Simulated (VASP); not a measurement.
# CuI (F-43m) in VASP: band structure with LDA

Aim: the band structure of CuI with LDA.

Program: VASP 6.6.1. These are calculated values, not measurements. Logs are shortened: lines on timing, memory, paths and dates and some standing lists are left out, and cuts for length are marked.

### Step 1. The structure

It takes space group F-43m (No. 216, cubic). The conventional cell has a = 5.867 Å, b = 5.867 Å, c = 5.867 Å, α = 90.00°, β = 90.00°, γ = 90.00°. Cu (site symmetry -43m) has 4 I at 2.54 Å as nearest neighbours. Around I (site symmetry -43m) lie 4 Cu at 2.54 Å.

The cell was built by a generator and needn't be a form met in nature.

### Step 2. Band structure, LDA

Contents of POSCAR:

```
CuI                                     
1.0
    0.0000000000      2.9334476000      2.9334476000
    2.9334476000     -0.0000000000      2.9334476000
    2.9334476000      2.9334476000     -0.0000000000
  Cu              I             
     1     1
Direct
     0.0000000000000000    0.0000000000000000    0.0000000000000000
     0.2500000000000000    0.2500000000000000    0.2500000000000000
```

Contents of INCAR.step1:

```
SYSTEM = CuI
PREC = Accurate ; ENCUT = 520
EDIFF = 1E-6 ; ISMEAR = 0
SIGMA = 0.02 ; LREAL = .FALSE.
LASPH = .TRUE. ; NELM = 80
ALGO = Normal ; ISIF = 2
LWAVE = .FALSE. ; LCHARG = .TRUE.
LMAXMIX = 4 ; NBANDS = 16
```

Contents of KPOINTS.step1:

```
regular mesh
0
G
  8 8 8
  0 0 0
```

Contents of INCAR.step2:

```
SYSTEM = CuI
PREC = Accurate ; ENCUT = 520
EDIFF = 1E-6 ; ISMEAR = 0
SIGMA = 0.05 ; LREAL = .FALSE.
LASPH = .TRUE. ; NELM = 80
ALGO = Normal ; ISIF = 2
LWAVE = .FALSE. ; LCHARG = .FALSE.
LMAXMIX = 4 ; NBANDS = 16
ICHARG = 11
```

Contents of KPOINTS.step2:

```
path GXWKGLUWLK,UX
10
line-mode
reciprocal
 0.0000000000  0.0000000000  0.0000000000  G
 0.5000000000  0.0000000000  0.5000000000  X

 0.5000000000  0.0000000000  0.5000000000  X
 0.5000000000  0.2500000000  0.7500000000  W

 0.5000000000  0.2500000000  0.7500000000  W
 0.3750000000  0.3750000000  0.7500000000  K

 0.3750000000  0.3750000000  0.7500000000  K
 0.0000000000  0.0000000000  0.0000000000  G

 0.0000000000  0.0000000000  0.0000000000  G
 0.5000000000  0.5000000000  0.5000000000  L

 0.5000000000  0.5000000000  0.5000000000  L
 0.6250000000  0.2500000000  0.6250000000  U

 0.6250000000  0.2500000000  0.6250000000  U
 0.5000000000  0.2500000000  0.7500000000  W

 0.5000000000  0.2500000000  0.7500000000  W
 0.5000000000  0.5000000000  0.5000000000  L

 0.5000000000  0.5000000000  0.5000000000  L
 0.3750000000  0.3750000000  0.7500000000  K

 0.6250000000  0.2500000000  0.6250000000  U
 0.5000000000  0.0000000000  0.5000000000  X
```

Potentials or basis: VASP PAW LDA potentials, release 64 (Cu, I).

Started as:

```console
> cat potpaw_LDA.64/Cu/POTCAR potpaw_LDA.64/I/POTCAR > POTCAR
> cp INCAR.step1 INCAR
> cp KPOINTS.step1 KPOINTS
> mpirun -np 1 vasp_std > vasp.out
> cp INCAR.step2 INCAR
> cp KPOINTS.step2 KPOINTS
> mpirun -np 1 vasp_std > vasp.out
```

OUTCAR:

```text
SYSTEM = CuI
   PREC = Accurate
   ENCUT = 520
   EDIFF = 1E-6
   ISMEAR = 0
   LREAL = .FALSE.
   LASPH = .TRUE.
   NELM = 80
   ISIF = 2
   ICHARG = 11

 ion  position               nearest neighbor table
   1  0.000  0.000  0.000-   2 2.54   2 2.54   2 2.54   2 2.54
   2  0.250  0.250  0.250-   1 2.54   1 2.54   1 2.54   1 2.54

  LATTYP: Found a face centered cubic cell.
 ALAT       =     5.8668952000

  Lattice vectors:

 A1 = (   0.0000000000,   2.9334476000,   2.9334476000)
 A2 = (   2.9334476000,   0.0000000000,   2.9334476000)
 A3 = (   2.9334476000,   2.9334476000,   0.0000000000)

Analysis of symmetry for initial positions (statically):
=====================================================================
 Subroutine PRICEL returns:
 Original cell was already a primitive cell.

 Routine SETGRP: Setting up the symmetry group for a
 face centered cubic supercell.

 Subroutine GETGRP returns: Found 24 space group operations
 (whereof 24 operations were pure point group operations)
 out of a pool of 48 trial point group operations.

The static configuration has the point symmetry T_d .

Analysis of symmetry for dynamics (positions and initial velocities):
=====================================================================
 Subroutine PRICEL returns:
 Original cell was already a primitive cell.

 Routine SETGRP: Setting up the symmetry group for a
 face centered cubic supercell.

 Subroutine GETGRP returns: Found 24 space group operations
 (whereof 24 operations were pure point group operations)
 out of a pool of 48 trial point group operations.

The dynamic configuration has the point symmetry T_d .

 Subroutine INISYM returns: Found 24 space group operations
 (whereof 24 operations are pure point group operations),
 and found     1 'primitive' translations

----------------------------------------------------------------------------------------

                                     Primitive cell

  volume of cell :      50.4853

  direct lattice vectors                    reciprocal lattice vectors
     0.000000000  2.933447600  2.933447600    -0.170447906  0.170447906  0.170447906
     2.933447600  0.000000000  2.933447600     0.170447906 -0.170447906  0.170447906
     2.933447600  2.933447600  0.000000000     0.170447906  0.170447906 -0.170447906

  length of vectors
     4.148521380  4.148521380  4.148521380     0.295224433  0.295224433  0.295224433

  position of ions in fractional coordinates (direct lattice)
     0.000000000  0.000000000  0.000000000
     0.250000000  0.250000000  0.250000000

  ion indices of the primitive-cell ions
   primitive index   ion index
                 1           1
                 2           2

----------------------------------------------------------------------------------------

 KPOINTS: path GXWKGLUWLK,UX

Interpolating k-points between supplied coordinates.

 Line segments in fractional coordinates (reciprocal lattice):
    0.000000  0.000000  0.000000  ...  0.500000  0.000000  0.500000
    0.500000  0.000000  0.500000  ...  0.500000  0.250000  0.750000
    0.500000  0.250000  0.750000  ...  0.375000  0.375000  0.750000
    0.375000  0.375000  0.750000  ...  0.000000  0.000000  0.000000
    0.000000  0.000000  0.000000  ...  0.500000  0.500000  0.500000
    0.500000  0.500000  0.500000  ...  0.625000  0.250000  0.625000
    0.625000  0.250000  0.625000  ...  0.500000  0.250000  0.750000
    0.500000  0.250000  0.750000  ...  0.500000  0.500000  0.500000
    0.500000  0.500000  0.500000  ...  0.375000  0.375000  0.750000
    0.625000  0.250000  0.625000  ...  0.500000  0.000000  0.500000

 Generated    10 points on each line segment, for a total of    100 k-points:

 Following reciprocal coordinates:
            Coordinates               Weight
  0.000000  0.000000  0.000000      0.010000
  0.055556  0.000000  0.055556      0.010000
  0.111111  0.000000  0.111111      0.010000
  0.166667  0.000000  0.166667      0.010000
  0.222222  0.000000  0.222222      0.010000
  0.277778  0.000000  0.277778      0.010000
[... 16 lines left out ...]
  0.472222  0.277778  0.750000      0.010000
  0.458333  0.291667  0.750000      0.010000
 [... further k-points ...]
   k-points           NKPTS =    100   k-points in BZ     NKDIM =    100   number of bands    NBANDS=     16
   number of dos      NEDOS =    301   number of ions     NIONS =      2
   total plane-waves  NPLWV =  32768
   dimension x,y,z NGX =    32 NGY =   32 NGZ =   32
   dimension x,y,z NGXF=    64 NGYF=   64 NGZF=   64
   ions per type =               1   1
   NGX,Y,Z   is equivalent  to a cutoff of  12.82, 12.82, 12.82 a.u.
   NGXF,Y,Z  is equivalent  to a cutoff of  25.65, 25.65, 25.65 a.u.
 SYSTEM =  CuI
   PREC   = accura    normal or accurate (medium, high low for compatibility)
   ISTART =      0    job   : 0-new  1-cont  2-samecut
   ICHARG =     11    charge: 1-file 2-atom 10-const
   ISPIN  =      1    spin polarized calculation?
   LNONCOLLINEAR =      F non collinear calculations
   LSORBIT =      F    spin-orbit coupling
   LASPH  =      T    aspherical Exc in radial PAW
   ENCUT  =  520.0 eV  38.22 Ry    6.18 a.u.   7.71  7.71  7.71*2*pi/ulx,y,z
   NELM   =     80;   NELMIN=  2; NELMDL=  0     # of ELM steps
   EDIFF  = 0.1E-05   stopping-criterion for ELM
   LREAL  =      F    real-space projection
   EDIFFG = 0.1E-04   stopping-criterion for IOM
   NSW    =      0    number of steps for IOM
   IBRION =     -1    ionic relax: 0-MD 1-quasi-New 2-CG
   NFREE  =      0    steps in history (QN), initial steepest desc. (CG)
   ISIF   =      2    stress and relaxation
   ISYM   =      2    0-nonsym 1-usesym 2-fastsym
   POTIM  = 0.5000    time-step for ionic-motion
   TEBEG  =    0.0;   TEEND  =   0.0 temperature during run
   PSTRESS=    0.0 pullay stress
   NELECT =      18.0000    total number of electrons
   NUPDOWN=      -1.0000    fix difference up-down
   EMIN   =  10.00;   EMAX   =-10.00  energy-range for DOS
   EFERMI =   0.00;   METHOD = LEGACY
   ISMEAR =     0;   SIGMA  =   0.05  broadening in eV -4-tet -1-fermi 0-gaus
   EFERMI_NEDOS =   21; number of points for ismear=-14 and -15
   IALGO  =     38    algorithm
   IMIX   =      4    mixing-type and parameters
     AMIX     =   0.40;   BMIX     =  1.00
     AMIX_MAG =   1.60;   BMIX_MAG =  1.00
  volume/ion in A,a.u.               =      25.24       170.35
  Fermi-wavevector in a.u.,A,eV,Ry     =   1.160853  2.193695 18.334944  1.347580
  Thomas-Fermi vector in A             =   2.297431
   LORBIT       =      0    0 simple, 1 ext, 2 COOP (PROOUT), +10 PAW based schemes
   GGA     = CA    functional components
   LHFCALC =     F    Hartree Fock is set to
   AEXX    =    0.0000 exact exchange contribution
   IVDW    =     0    specifies the selected vdW correction
   LEPSILON=     F    determine dielectric tensor
   LRPA    =     F    only Hartree local field effects (RPA)
 non-spin polarized calculation
 Gauss-broadening in eV      SIGMA  =   0.05
  energy-cutoff  :      520.00
  volume of cell :       50.49
 maximum number of plane-waves:      1380
 NGX is ok and might be reduce to    32

 number of electron      17.9999988 magnetization

 Free energy of the ion-electron system (eV)
  ---------------------------------------------------
  ext. energy  EPLUGINS =         0.00000000
  ---------------------------------------------------
  free energy    TOTEN  =        -7.30629415 eV

  energy without entropy =       -7.30629415  energy(sigma->0) =       -7.30629415

 E-fermi :   5.6238     XC(G=0):  -9.7536

 val. band max:        5.3111942847   @ k =   0.0000   0.0000   0.0000
 cond. band min:       6.5886603362   @ k =   0.0000   0.0000   0.0000
 fundamental gap:      1.2774660515
 Fermi energy:         5.6238000139

 k-point     1 :       0.0000    0.0000    0.0000
  band No.  band energies     occupation
      1      -9.2360      2.00000
      2       1.1921      2.00000
      3       1.1921      2.00000
      4       1.1921      2.00000
      5       2.9437      2.00000
      6       2.9437      2.00000
[... 8 lines left out ...]
     15      15.1657      0.00000
     16      15.1657      0.00000

 k-point     2 :       0.0556    0.0000    0.0556
  band No.  band energies     occupation
      1      -9.2114      2.00000
      2       1.1228      2.00000
      3       1.1907      2.00000
      4       1.1907      2.00000
      5       2.9356      2.00000
      6       2.9466      2.00000
[... 8 lines left out ...]
     15      14.4688      0.00000
     16      15.1976      0.00000

 k-point     3 :       0.1111    0.0000    0.1111
  band No.  band energies     occupation
      1      -9.1394      2.00000
      2       0.9264      2.00000
      3       1.1867      2.00000
      4       1.1867      2.00000
      5       2.9127      2.00000
      6       2.9550      2.00000
[... 8 lines left out ...]
     15      14.5157      0.00000
     16      15.2930      0.00000

 k-point     4 :       0.1667    0.0000    0.1667
  band No.  band energies     occupation
      1      -9.0256      2.00000
      2       0.6352      2.00000
      3       1.1815      2.00000
      4       1.1815      2.00000
      5       2.8791      2.00000
      6       2.9680      2.00000
[... 8 lines left out ...]
     15      15.4513      0.00000
     16      15.4754      0.00000
[... 324 lines left out ...]
 k-point    22 :       0.4861    0.2639    0.7500
  band No.  band energies     occupation
      1      -8.2755      2.00000
      2      -0.3062      2.00000
      3       0.2529      2.00000
      4       1.0774      2.00000
      5       2.8522      2.00000
      6       2.8841      2.00000
[... 8 lines left out ...]
     15      17.2947      0.00000
     16      17.6981      0.00000

 k-point    23 :       0.4722    0.2778    0.7500
  band No.  band energies     occupation
      1      -8.2780      2.00000
      2      -0.3325      2.00000
      3       0.2813      2.00000
      4       1.0880      2.00000
      5       2.8380      2.00000
      6       2.9026      2.00000
[... 8 lines left out ...]
     15      17.0816      0.00000
     16      17.8633      0.00000

 k-point    24 :       0.4583    0.2917    0.7500
  band No.  band energies     occupation
      1      -8.2814      2.00000
      2      -0.3665      2.00000
      3       0.3155      2.00000
      4       1.1059      2.00000
      5       2.8243      2.00000
      6       2.9216      2.00000
[... 8 lines left out ...]
     15      16.8066      0.00000
     16      18.1003      0.00000

 [... further k-points ...]
[... 5 lines left out ...]
  --------------------------------------------------------------------------------------
  -------------------------------------------------------------------------------------
  Total       -2.5435207     -2.5435207     -2.5435207      0.0000000      0.0000000     -0.0000000
  in kB      -80.7199447    -80.7199447    -80.7199447      0.0000000      0.0000000     -0.0000000
  external PRESSURE =     -80.7199447 kB  Pullay stress =       0.0000000 kB

 VOLUME and BASIS-vectors are now :
 -----------------------------------------------------------------------------
  energy-cutoff  :      520.00
  volume of cell :       50.49
      direct lattice vectors                 reciprocal lattice vectors
     0.000000000  2.933447600  2.933447600    -0.170447906  0.170447906  0.170447906
     2.933447600  0.000000000  2.933447600     0.170447906 -0.170447906  0.170447906
     2.933447600  2.933447600  0.000000000     0.170447906  0.170447906 -0.170447906

 POSITION                                       TOTAL-FORCE (eV/Angst)
 -----------------------------------------------------------------------------------
      0.00000      0.00000      0.00000        -0.000000     -0.000000     -0.000000
      1.46672      1.46672      1.46672         0.000000      0.000000      0.000000
 -----------------------------------------------------------------------------------
    total drift:                                0.000000      0.000000     -0.000000

  FREE ENERGIE OF THE ION-ELECTRON SYSTEM (eV)
  ---------------------------------------------------
  free  energy   TOTEN  =        -7.3062941458 eV

  energy  without entropy=       -7.3062941458  energy(sigma->0) =       -7.30629415
```

Wall time 35 s (1 thread of Intel Xeon Platinum 8488C (Sapphire Rapids), shared host); peak memory 0.21 GiB.

What came out:

```
Band gap on the k mesh  : 1.28 eV, direct
Band gap along the path : 1.28 eV, direct
```

Levels at the corners of the path, in eV from the valence-band top:
```tsv
point	band 7	band 8	band 9	band 10	band 11	band 12
Γ	0.00	0.00	0.00	1.28	4.75	4.75
X	-2.27	-1.92	-1.92	2.42	2.78	9.76
X	-2.27	-1.92	-1.92	2.42	2.78	9.76
W	-2.27	-2.06	-1.65	4.58	4.84	6.06
W	-2.27	-2.06	-1.65	4.58	4.84	6.06
K	-2.20	-1.95	-1.60	2.92	4.74	7.72
K	-2.20	-1.95	-1.60	2.92	4.74	7.72
Γ	0.00	0.00	0.00	1.28	4.75	4.75
Γ	0.00	0.00	0.00	1.28	4.75	4.75
L	-2.28	-0.89	-0.89	2.15	5.33	5.33
L	-2.28	-0.89	-0.89	2.15	5.33	5.33
U	-2.20	-1.95	-1.60	2.92	4.74	7.72
U	-2.20	-1.95	-1.60	2.92	4.74	7.72
W	-2.27	-2.06	-1.65	4.58	4.84	6.06
W	-2.27	-2.06	-1.65	4.58	4.84	6.06
L	-2.28	-0.89	-0.89	2.15	5.33	5.33
L	-2.28	-0.89	-0.89	2.15	5.33	5.33
K	-2.20	-1.95	-1.60	2.92	4.74	7.72
U	-2.20	-1.95	-1.60	2.92	4.74	7.72
X	-2.27	-1.92	-1.92	2.42	2.78	9.76
```

Caveat: the log is that of the step along the path at fixed density, whose energy, stress, charges and moments have no meaning; spin-orbit coupling is left out, which moves the levels of the heavy elements. As with any semilocal functional, this LDA gap is likely too small.
